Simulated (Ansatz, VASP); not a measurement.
# Cross-check of Mg (dimer Mg chain) between VASP and Ansatz

Wanted: the spread between two codes on one cell, functional and k mesh. The structure shown is the start of the Ansatz relaxation below; VASP solves that cell, so the two are compared at the walk's first step.

Program: Ansatz 0.2.0. Level of theory: plane waves, with VASP 6.6.1 beside it; single point at PBE, single point at LDA and single point at RPBE. Results are calculated unless marked as measured.

## 1. The structure

The cell holds 2 atoms: 2 Mg. Cell: a = 7.500 Å, b = 7.500 Å, c = 5.358 Å, α = 90.0°, β = 90.0°, γ = 90.0°. Vacuum lies along a and b. The structure's axis is c.

## 2. Ansatz: relaxation, PBE

Ansatz runs on its default PAW (the set named soft_2) files.

The two programs are compared at the cell with which this relaxation starts, whose forces are those of its first step.

The input, input.yaml:

```yaml
crystal:
  lattice:
    - [7.5, 0.0, 0.0]
    - [0.0, 7.5, 0.0]
    - [0.0, 0.0, 5.358]
  atoms:
    - { symbol: Mg, position: [0.5, 0.5, 0.0] }
    - { symbol: Mg, position: [0.5, 0.5, 0.45] }
kpoints:
  mp_grid: { grid: [1, 1, 15] }
scf:
  occupations: { method: fermi_dirac, width: 0.05 }
hamiltonian:
  xc: pbe
relax:
  cell: { fix: [a, b, alpha, beta, gamma] }
  max_steps: 60
```

The run is started by

```
$ ansatz run input.yaml --threads 4 --pin off --max-ram 8192MiB --backend cpu --events-out ev --progress --plain --runs-dir out
```

Numbers of over 12 decimals in the logs are rounded to 6 here.

Log:

```text
Engine: ansatz 0.2.0, aarch64-unknown-linux-gnu
Pseudopotentials: kind: paw
Pseudopotential: Mg, paw, valence charge 10, recommended cutoff 420 eV (normal), Mg.paw.azcp
Functional definition: PBE
  parameter kappa = 0.804
  parameter beta = 0.066725
  exchange = pbe_x(kappa = kappa, mu = beta*pi^2/3)
  correlation = pbe_c(beta = beta)
Crystal: 2 atoms, lattice volume = 301.387 Å³
Basis set: ecut = 420 eV, 5929 PW (Γ), exchange–correlation on 108×108×72 points (8 copies of the dense FFT grid, shifted against one another)
Bands: 14, of which v1, the nominal top of the filled ones, is band 10 counted from 1 (9 counted from 0)
Symmetry: 16 space group operations
Space group: P4/mmm (ITA 123), of the structure as read, at distance tolerance 6.7e-5 Å
k-points: 8 of 15
Non-local potential: Mg, projectors of the file, l = 0: 3, l = 1: 2, l = 2: 1
PAW form: soft (Blöchl's): semilocal exchange-correlation on the pseudo side does not see the compensation charge
PAW one-centre angular grid: Mg, 110 points (default); XC on 64 Gauss nodes
Initial density: superposition of atomic densities (neutral atoms: chi_scale 0, normalization atom), corrected by the library's trained network
Initial wavefunctions: pseudopotential atomic-orbital guess
Functional: x = pbe(κ = 0.804, μ = 0.219515), c = pbe(β = 0.066725)
SCF iter   1: F=—  HF=-3844.458637 eV  |F-HF|=—  |Δ(HF+E_count)|=         —  Δρ=1.54e-3  dr2=9.19e-3  ethr=1.77e-3  ⟨swp⟩=7.1  Hψ=713  notcnv=0
preconditioner: auto → LDOS  [metal: Δε(μ)=0.040 eV  Ē_g=3.837 eV  σ=0.050 eV  W_gap=0.19  n_scr=30 (ndim 8)  ℏωp=4.3 eV  f_vac=0.607  D(μ)=5.37/eV (n_scr^D=30)  β→1.0]
SCF iter   2: F=—  HF=-3844.461890 eV  |F-HF|=—  |Δ(HF+E_count)|=   3.25e-3  Δρ=3.40e-4  dr2=3.78e-4  ethr=4.60e-5  ⟨swp⟩=2.0  Hψ=224  notcnv=0
SCF iter   3: F=—  HF=-3844.462696 eV  |F-HF|=—  |Δ(HF+E_count)|=   8.06e-4  Δρ=8.44e-5  dr2=3.13e-5  ethr=1.89e-6  ⟨swp⟩=2.0  Hψ=147  notcnv=0
SCF iter   4: F=—  HF=-3844.462720 eV  |F-HF|=—  |Δ(HF+E_count)|=   2.38e-5  Δρ=3.07e-5  dr2=5.26e-6  ethr=1.57e-7  ⟨swp⟩=3.0  Hψ=210  notcnv=0
SCF iter   5: F=—  HF=-3844.462721 eV  |F-HF|=—  |Δ(HF+E_count)|=   1.22e-6  Δρ=8.92e-6  dr2=5.66e-7  ethr=2.63e-8  ⟨swp⟩=3.0  Hψ=221  notcnv=0
SCF iter   6: F=-3844.462721 eV  HF=-3844.462721 eV  |F-HF|=9.32e-9  |Δ(HF+E_count)|=   1.02e-7  Δρ=3.91e-6  dr2=8.38e-8  ethr=5.00e-10  ⟨swp⟩=4.8  Hψ=404  notcnv=0
SCF 1 converged in 6 iterations: F = -3844.462721 eV  dr2 = 8.38e-8
  greatest PAW one-centre occupation: 1.000 electrons in one spin orbital (limit 2), on the Mg atom at site 1 (counted from 0), in its partial waves of l = 0
relax step   1: F+E_penalty+E_count = -3844.46272082 eV  Δ(F+E_penalty+E_count) = +0.000e0 eV  max|allowed force component| = 2.614e0 eV/Å  Δτ_max = 0.0000 Å  P = +1.236 GPa  Ω = 301.387 Å³  fix = [a, b, alpha, beta, gamma]  reactions: a -0.140, b -0.140 GPa  (6 SCF iters, dr2 threshold 1.00e-7 eV, accepted)
[...]
relax step   2: F+E_penalty+E_count = -3844.97948687 eV  Δ(F+E_penalty+E_count) = -5.168e-1 eV  max|allowed force component| = 4.615e-1 eV/Å  Δτ_max = 0.1051 Å  P = +0.682 GPa  Ω = 311.693 Å³  energy of the carried Pulay correction = -3.036e-5 eV  fix = [a, b, alpha, beta, gamma]  reactions: a -0.200, b -0.200 GPa  (6 SCF iters, dr2 threshold 2.00e-7 eV, accepted)
[...]
relax step   5: F+E_penalty+E_count = -3845.23089948 eV  Δ(F+E_penalty+E_count) = -4.933e-3 eV  max|allowed force component| = 1.742e-5 eV/Å  Δτ_max = 0.0013 Å  P = -0.153 GPa  Ω = 346.578 Å³  energy of the carried Pulay correction = -1.260e-4 eV  fix = [a, b, alpha, beta, gamma]  reactions: a -0.247, b -0.247 GPa  (5 SCF iters, dr2 threshold 1.95e-7 eV, accepted)
[...]
relax step   6: F+E_penalty+E_count = -3845.23267476 eV  Δ(F+E_penalty+E_count) = -1.775e-3 eV  max|allowed force component| = 1.882e-5 eV/Å  Δτ_max = 0.0000 Å  P = -0.142 GPa  Ω = 346.578 Å³  fix = [a, b, alpha, beta, gamma]  reactions: a -0.244, b -0.244 GPa  stress off target by 6.17e-2 GPa on what of the cell is left free  SCF on the basis re-selected at this cell (its energy is not comparable with the rows above)  (6 SCF iters)
[...]
relax step   7: F+E_penalty+E_count = -3845.23295636 eV  Δ(F+E_penalty+E_count) = -2.816e-4 eV  max|allowed force component| = 6.550e-5 eV/Å  Δτ_max = 0.0000 Å  P = -0.160 GPa  Ω = 347.905 Å³  energy of the carried Pulay correction = -2.697e-6 eV  fix = [a, b, alpha, beta, gamma]  reactions: a -0.244, b -0.244 GPa  (5 SCF iters, dr2 threshold 9.52e-9 eV, accepted)
[...]
relax step   8: F+E_penalty+E_count = -3845.23295938 eV  Δ(F+E_penalty+E_count) = -3.026e-6 eV  max|allowed force component| = 6.556e-5 eV/Å  Δτ_max = 0.0000 Å  P = -0.160 GPa  Ω = 347.905 Å³  fix = [a, b, alpha, beta, gamma]  reactions: a -0.244, b -0.244 GPa  stress off target by 7.41e-3 GPa on what of the cell is left free  SCF on the basis re-selected at this cell (its energy is not comparable with the rows above)  (6 SCF iters)
basis re-selected at this cell: Δ(F+E_penalty+E_count) = -3.026e-6 eV, ΔP = -0.000 GPa vs the last step (what re-selecting the basis moved, of the pressure what is left beyond the Pulay correction that the steps carried, after the strain that the cell walked since its last selection, with what the two solves' SCF thresholds leave and, on support functions, any second-order correction that the steps lacked; it is no m [...]
SCF converged after 6 iterations
Free energy (F): -3845.232959 eV
Harris-Foulkes:  -3845.232959 eV  (|F-HF|=1.88e-9)
Internal energy: -3845.231183 eV  (E = F + TS)
E sigma→0 (E₀):  -3845.232071 eV
Entropy (-TS):   -0.001777 eV (-0.888 meV/atom)
Fermi energy:    -1.065904 eV
--- Per-component energies (eV) ---
  E_band       = -868.791531
  E_kinetic    = 145.825467
  E_local      = -5003.063516  (includes V_loc(G=0)·N_el)
  E_nonlocal   = 193.516613
  E_hartree    = 1961.472810
  E_xc         = -52.894920
  E_vxc        = -67.990880  (∫ρ·V_xc dr)
  E_paw        = -586.704213  (= ΣΔE_a)
  E_vpaw       = -60.024930  (= ΣTr[D̂ρ^β])
  E_aug_tail   = -0.000006  (compensation charges beyond the density's cutoff)
  E_ewald      = -503.383416
  E_smearing   = -0.001777  (= −TS)
  E_closure    = 0.000000  (closes the sum)
  Σ components = -3845.232959   (vs F -3845.232959, Δ=0.00e0)
--- Forces (eV/Å), atoms counted from 1 ---
  atom   1  Mg     0.00000000     0.00000000     0.00006556
  atom   2  Mg     0.00000000     0.00000000    -0.00006556
  max |Σ_I F_I| component: 0.00e0 eV/Å
--- Stress (GPa, compression-positive) ---
       -0.244023       0.000000       0.000000
        0.000000      -0.244023       0.000000
        0.000000       0.000000       0.007407
  P = ⅓ Tr σ = -0.1602 GPa (-1.602 kbar)
--- Relaxed structure (6 steps of the walk, 6 accepted, 2 SCFs on fresh bases) ---
  F+E_penalty+E_count = -3845.23295938 eV   max|allowed force component| = 6.556e-5 eV/Å   (the final SCF, on the basis selected at the relaxed cell)
  cell:  # Å, volume = 347.9048 Å³
    - [7.5, 0.0, 0.0]
    - [0.0, 7.5, 0.0]
    - [0.0, 0.0, 6.184974]
  atoms:
    - { symbol: Mg, position: [0.5, 0.5, -0.025001] }
    - { symbol: Mg, position: [0.5, 0.5, 0.475001] }
```

The column dr2 measures how far the density is from self-consistency, as an energy; F and HF (Harris–Foulkes) agree once it is small.

## 3. VASP: single point, PBE, start cell

The same cell, functional, mesh and smearing now go to VASP, with its own data sets.

Lines of VASP's logs that name or quote its potential files are left out, and so is its time.

The input, INCAR:

```
SYSTEM = Mg
PREC = Accurate
ENCUT = 520
EDIFF = 1E-06
NELM = 120
ISMEAR = -1
SIGMA = 0.05
LREAL = .FALSE.
ALGO = Normal
GGA = PE
NBANDS = 8
LORBIT = 11
LWAVE = .FALSE.
LCHARG = .FALSE.
ISIF = 2
LASPH = .TRUE.
GGA_COMPAT = .FALSE.
EFERMI = MIDGAP
KPAR = 2
```

The input, POSCAR:

```
Mg
1.0
    7.5000000000      0.0000000000      0.0000000000
    0.0000000000      7.5000000000      0.0000000000
    0.0000000000      0.0000000000      5.3580000000
Mg
2
Direct
    0.5000000000      0.5000000000      0.0000000000
    0.5000000000      0.5000000000      0.4500000000
```

The input, KPOINTS:

```
Automatic mesh
0
Gamma
1 1 15
0 0 0
```

PAW data sets: Mg (PBE family, release 64).

The run is started by

```
$ mpirun -np 2 vasp_std
```

Log:

```text
[banner, memory and clock lines left out]
running    2 mpi-ranks, on    1 nodes
 distrk:  each k-point on    1 cores,    2 groups
 distr:  one band on    1 cores,    1 groups

 POSCAR found type information on POSCAR Mg
 POSCAR found :  1 types and       2 ions
 LDA part: xc-table for (Slater+PW92), standard interpolation
 POSCAR, INCAR and KPOINTS ok, starting setup
 FFT: planning ... GRIDC
 FFT: planning ... GRID_SOFT
 FFT: planning ... GRID
 WAVECAR not read
 entering main loop
       N       E                     dE             d eps       ncg     rms          rms(c)
DAV:   1     0.522601767560E+01    0.52260E+01   -0.83567E+02   128   0.266E+02
DAV:   2     0.203411340641E+00   -0.50226E+01   -0.47120E+01   216   0.215E+01
DAV:   3     0.619128292571E-01   -0.14150E+00   -0.14086E+00   152   0.528E+00
DAV:   4     0.598710876996E-01   -0.20417E-02   -0.20417E-02   192   0.714E-01
DAV:   5     0.598442651888E-01   -0.26823E-04   -0.26823E-04   216   0.625E-02    0.177E+00
DAV:   6     0.114857700811E+00    0.55013E-01   -0.49865E-02   152   0.623E-01    0.103E+00
DAV:   7     0.146591691051E+00    0.31734E-01   -0.12073E-01   136   0.989E-01    0.157E-01
DAV:   8     0.143423208551E+00   -0.31685E-02   -0.74324E-03   144   0.322E-01    0.130E-01
DAV:   9     0.143454646148E+00    0.31438E-04   -0.15876E-03   144   0.159E-01    0.494E-02
DAV:  10     0.143435872873E+00   -0.18773E-04   -0.34495E-04   128   0.620E-02    0.116E-02
DAV:  11     0.143300485932E+00   -0.13539E-03   -0.18555E-04   128   0.661E-02    0.481E-03
DAV:  12     0.143304079544E+00    0.35936E-05   -0.13547E-05   128   0.216E-02    0.466E-03
DAV:  13     0.143306479320E+00    0.23998E-05   -0.43403E-06   144   0.786E-03    0.744E-04
DAV:  14     0.143306169708E+00   -0.30961E-06   -0.51345E-07   128   0.456E-03
   1 F= 0.14330617E+00 E0= 0.16436432E+00  d E =-.421163E-01
```

From OUTCAR (step 3):

```text
ion  position               nearest neighbor table
   1  0.500  0.500  0.000-   2 2.41   2 2.95
   2  0.500  0.500  0.450-   1 2.41   1 2.95

  LATTYP: Found a simple tetragonal cell.
 ALAT       =     7.5000000000
 C/A-ratio  =     0.7144000000

 Subroutine GETGRP returns: Found 16 space group operations
 (whereof  8 operations were pure point group operations)

The static configuration has the point symmetry C_4v.
 The point group associated with its full space group is D_4h.

 Found      8 irreducible k-points:

   k-points           NKPTS =      8   k-points in BZ     NKDIM =      8   number of bands    NBANDS=      8

   dimension x,y,z NGX =    56 NGY =   56 NGZ =   40
   dimension x,y,z NGXF=   112 NGYF=  112 NGZF=   80

   ENCUT  =  520.0 eV  38.22 Ry    6.18 a.u.  13.95 13.95  9.96*2*pi/ulx,y,z

   NELECT =       4.0000    total number of electrons

 k-points in reciprocal lattice and weights: Automatic mesh
   0.00000000  0.00000000  0.00000000       0.067
   0.00000000  0.00000000  0.06666667       0.133
   0.00000000  0.00000000  0.13333333       0.133
   0.00000000  0.00000000  0.20000000       0.133
   0.00000000  0.00000000  0.26666667       0.133
   0.00000000  0.00000000  0.33333333       0.133
   0.00000000  0.00000000  0.40000000       0.133
   0.00000000  0.00000000  0.46666667       0.133

 average (electrostatic) potential at core
       1 -44.2702       2 -44.2702

 E-fermi :  -1.5153

 k-point     1 :       0.0000    0.0000    0.0000
  band No.  band energies     occupation
      1      -5.7213      2.00000
      2      -1.4792      0.65339
      3      -1.4792      0.65339
      4      -1.3061      0.02998
      5       0.2008      0.00000
      6       0.2617      0.00000
      7       1.1320      0.00000
      8       2.6391      0.00000

 k-point     2 :       0.0000    0.0000    0.0667
  band No.  band energies     occupation
      1      -5.6991      2.00000
      2      -1.5154      1.00092
      3      -1.4578      0.48102
      4      -1.4578      0.48102
      5       0.2120      0.00000
      6       0.5130      0.00000
      7       1.1552      0.00000
    ...

 k-point     3 :       0.0000    0.0000    0.1333
  band No.  band energies     occupation
      1      -5.6329      2.00000
      2      -1.9494      1.99966
      3      -1.3940      0.16228
      4      -1.3940      0.16228
      5       0.2783      0.00000
      6       1.0354      0.00000
      7       1.2248      0.00000
    ...

  Total       -0.2637922     -0.2637922      7.5354260      0.0000000      0.0000000      0.0000000
  in kB       -1.4023203     -1.4023203     40.0583590      0.0000000      0.0000000      0.0000000
  external PRESSURE =      12.4179061 kB  Pullay stress =       0.0000000 kB

  energy-cutoff  :      520.00
  volume of cell :      301.39
      direct lattice vectors                 reciprocal lattice vectors
     7.500000000  0.000000000  0.000000000     0.133333333  0.000000000  0.000000000
     0.000000000  7.500000000  0.000000000     0.000000000  0.133333333  0.000000000
     0.000000000  0.000000000  5.358000000     0.000000000  0.000000000  0.186636805

 POSITION                                       TOTAL-FORCE (eV/Angst)
 -----------------------------------------------------------------------------------
      3.75000      3.75000      0.00000         0.000000     -0.000000     -2.631230
      3.75000      3.75000      2.41110         0.000000      0.000000      2.631230
 -----------------------------------------------------------------------------------
    total drift:                               -0.000000     -0.000000      0.000000

  FREE ENERGIE OF THE ION-ELECTRON SYSTEM (eV)
  ---------------------------------------------------
  free  energy   TOTEN  =         0.1433061697 eV

  energy  without entropy=        0.1854224628  energy(sigma->0) =        0.16436432

 total charge
# of ion       s       p       d       tot
------------------------------------------
    1        0.303   0.094   0.002   0.399
    2        0.303   0.094   0.002   0.399
--------------------------------------------------
tot          0.605   0.187   0.005   0.798

[... 3 further parts left out ...]
```

## 4. Differences

Known differences besides the potentials themselves: the data sets hold 20 valence electrons in Ansatz (on its default PAW (the set named soft_2) files) and 4 in VASP; the cutoff is 420 eV in Ansatz and 520 eV in VASP. Total energies have different zeros and are not compared.

Forces (eV/Å; atoms numbered as in POSCAR):

```tsv
atom	Ansatz x, y, z	VASP x, y, z
Mg1	0.000, 0.000, -2.614	0.000, 0.000, -2.631
Mg2	0.000, 0.000, 2.614	0.000, 0.000, 2.631
```

The forces differ by 9.8 meV/Å r.m.s., which is 0.6 % of the r.m.s. force of 1.519 eV/Å (both taken over all components).

## 5. Ansatz: relaxation, LDA

The two programs are compared at the cell with which this relaxation starts, whose forces are those of its first step.

The structure compared here is the start of the Ansatz relaxation; VASP solves that cell, so the two are compared at the walk's first step.

input.yaml, the sections that differ from step 2:

```yaml
crystal:
  lattice:
    - [7.5, 0.0, 0.0]
    - [0.0, 7.5, 0.0]
    - [0.0, 0.0, 5.358]
  atoms:
    - { symbol: Mg, position: [0.5, 0.5, 0.0], spin: 0.5 }
    - { symbol: Mg, position: [0.5, 0.5, 0.45], spin: 0.5 }
magnetization:
  spin_polarized: true
hamiltonian:
  xc: lda
# kpoints, scf, relax: as in step 2
```

The run is started by

```
$ ansatz run input.yaml --threads 4 --pin off --max-ram 8192MiB --backend cpu --events-out ev --progress --plain --runs-dir out
```

Log:

```text
[...]
Crystal: 2 atoms, lattice volume = 301.387 Å³
Basis set: ecut = 420 eV, 5929 PW (Γ)
Bands: 15, of which v1, the nominal top of the filled ones, is band 10 counted from 1 (9 counted from 0)
Symmetry: 16 space group operations
[...]
k-points: 8 of 15
[...]
Starting moments: Σ|m| = 1 μB on 2 of 2 sites
[...]
0.000000      -0.256151       0.000000
        0.000000       0.000000       0.043468
  P = ⅓ Tr σ = -0.1563 GPa (-1.563 kbar)
--- Relaxed structure (5 steps of the walk, 5 accepted, 1 SCFs on fresh bases) ---
[...]
cell:  # Å, volume = 341.7723 Å³
    - [7.5, 0.0, 0.0]
    - [0.0, 7.5, 0.0]
    - [0.0, 0.0, 6.075952]
  atoms:
    - { symbol: Mg, position: [0.5, 0.5, -0.025003] }
    - { symbol: Mg, position: [0.5, 0.5, 0.475003] }
[key lines of the parts left out:]
SCF converged after 5 iterations
Magnetization: -0.0000 μB (10.0000 up, 10.0000 down)
Free energy (F): -3800.455584 eV
Fermi energy:    -1.157832 eV
```

## 6. VASP: single point, LDA, start cell

The same cell, functional (in two slightly different forms), mesh and smearing now go to VASP, with its own data sets.

The input, INCAR:

```
SYSTEM = Mg
PREC = Accurate
ENCUT = 520
EDIFF = 1E-06
NELM = 200
ISMEAR = -1
SIGMA = 0.05
LREAL = .FALSE.
ALGO = Normal
GGA = CA
NBANDS = 9
ISPIN = 2
MAGMOM = -0 -0
LORBIT = 11
LWAVE = .FALSE.
LCHARG = .FALSE.
ISIF = 2
LASPH = .TRUE.
GGA_COMPAT = .FALSE.
KPAR = 2
```

POSCAR is that of step 3.

KPOINTS is that of step 3.

Potentials, in the order of the species: Mg (LDA family, release 64).

The run is started by

```
$ mpirun -np 2 vasp_std
```

Log:

```text
[banner, memory and clock lines left out]
running    2 mpi-ranks, on    1 nodes
[...]
LDA part: xc-table for (Slater(with rela. corr.)+CA(PZ))
 , standard interpolation
 POSCAR, INCAR and KPOINTS ok, starting setup
[...]
entering main loop
       N       E                     dE             d eps       ncg     rms          rms(c)
DAV:   1     0.557111667393E+01    0.55711E+01   -0.78436E+02   288   0.223E+02
DAV:   2    -0.659174151651E-01   -0.56370E+01   -0.55432E+01   420   0.254E+01
DAV:   3    -0.279480383231E+00   -0.21356E+00   -0.21187E+00   333   0.567E+00
DAV:   4    -0.282716314564E+00   -0.32359E-02   -0.32356E-02   381   0.816E-01
[...]
DAV:  13    -0.147663384689E+00   -0.86849E-05   -0.30015E-06   299   0.496E-03    0.326E-03
DAV:  14    -0.147666554554E+00   -0.31699E-05   -0.34592E-06   308   0.459E-03    0.150E-03
DAV:  15    -0.147667169948E+00   -0.61539E-06   -0.45525E-07   291   0.184E-03
   1 F= -.14766717E+00 E0= -.12621122E+00  d E =-.429119E-01  mag=     0.0001
```

From OUTCAR (step 6):

```text
  Total       -0.2731085     -0.2731085      6.4928808      0.0000000      0.0000000     -0.0000000
  in kB       -1.4518460     -1.4518460     34.5161841      0.0000000      0.0000000     -0.0000000
  external PRESSURE =      10.5374974 kB  Pullay stress =       0.0000000 kB

 POSITION                                       TOTAL-FORCE (eV/Angst)
 -----------------------------------------------------------------------------------
      3.75000      3.75000      0.00000         0.000000      0.000000     -2.497589
      3.75000      3.75000      2.41110         0.000000     -0.000000      2.497589
 -----------------------------------------------------------------------------------
    total drift:                               -0.000000     -0.000000     -0.000000

  FREE ENERGIE OF THE ION-ELECTRON SYSTEM (eV)
  ---------------------------------------------------
  free  energy   TOTEN  =        -0.1476671699 eV

  energy  without entropy=       -0.1047552659  energy(sigma->0) =       -0.12621122

 magnetization (x)
# of ion       s       p       d       tot
------------------------------------------
    1       -0.000   0.000   0.000   0.000
    2       -0.000   0.000   0.000   0.000
--------------------------------------------------
tot         -0.000   0.000   0.000   0.000

[... 1 part as in an earlier step ...]

[... 2 further parts left out ...]
[key lines of the parts left out:]
E-fermi :  -1.6549
```

## 7. Side by side

What differs besides the data sets and the points named for the pairs above, as far as they apply: the two LDA forms differ slightly; the data sets hold 20 valence electrons in Ansatz (on its default PAW (the set named soft_2) files) and 4 in VASP; VASP's log shows a relativistic correction to its local exchange, Ansatz's none. Total energies have different zeros and are not compared.

Forces (eV/Å; atoms numbered as in POSCAR):

```tsv
atom	Ansatz x, y, z	VASP x, y, z
Mg1	0.000, 0.000, -2.463	0.000, 0.000, -2.498
Mg2	0.000, 0.000, 2.463	0.000, 0.000, 2.498
```

The forces differ by 20 meV/Å r.m.s., which is 1.4 % of the r.m.s. force of 1.442 eV/Å (both taken over all components). Moments aren't recorded for both runs of this pair, so they may hold unlike magnetic states.

[end of part 1 of 2]

[Lines on the potential files, build, host, timing and source positions are cut from VASP's logs without a mark.]

[Logs are printed without paths, hosts, clocks, repeated set-up lines and the standing remarks that a program may print on its own settings, such as how far it seeks lower states.]

[Hosts, paths, dates, database ids (printed as entryN), source tags and the programs' standing remarks are cut or masked in the printed files.]
